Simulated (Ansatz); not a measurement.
## All-electron card of NaF

```
Na F
1.0
     3.94151    0.00000    0.00000
    -1.97076    3.41345    0.00000
     0.00000    0.00000    4.65590
Na F
2 2
Cartesian
  0.0000 2.2756 -0.2887
  1.9708 1.1378 2.0393
  0.0000 2.2756 2.0393
  1.9708 1.1378 4.3672
```

Atom numbers follow the list: Na1, Na2, F3, F4.

Conventional cell: a = 3.942 Å, b = 3.942 Å, c = 4.656 Å, α = 90.00°, β = 90.00°, γ = 120.00°. Na (atom 1) is surrounded by 5 F at 2.28 to 2.33 Å. F (atom 3) is surrounded by 5 Na at 2.28 to 2.33 Å.

The structure comes from a relaxation in the same program, started in the wurtzite type, and has space group P6_3/mmc. Whether it is a known phase or the ground state wasn't checked. The relaxation left the symmetry of that type.

Levels of theory: DFT, PBE, all-electron LAPW, scalar-relativistic (Ansatz 0.2.0); DFT, PBE, PAW with Ansatz's default frozen-core files, scalar-relativistic (Ansatz 0.2.0); DFT, PBE, all-electron PAW with datasets made for the crystal, scalar-relativistic (Ansatz 0.2.0).

For LAPW: a Γ-centred 11×11×6 k mesh, Fermi–Dirac smearing of 0.03 eV, basis error target 0.5 meV/atom, no spin polarisation. PAW takes a cutoff of 420 eV at this cell. The crystal-made all-electron datasets (AE datasets) take a cutoff of 280 eV at this cell. The Ansatz runs share mesh, smearing and spin set-up. Values come from LAPW unless marked.

```yaml
Field_gradients_Vzz_crystal-made_datasets: Na1 -0.25 (η = 0.00), F3 -0.06 (η = 0.00) in 10²¹ V/m²
Pressure_at_this_cell: 0.04 GPa
Volume_per_atom: 15.66 Å³
```

(1) Löwdin charges (with 0.10 e of the cell spilling out of the atomic basis, so their sizes and signs hang on that basis): what does the calculation give?

(2) Predict this quantity. Bader charges (from the PAW run).

(3) Predict this quantity. Band gap.

Answers

(1) Na1 0.80, F3 -0.75 e.

(2) Na1 +0.88, F3 -0.88 e.

(3) 5.49 eV, direct at Γ.
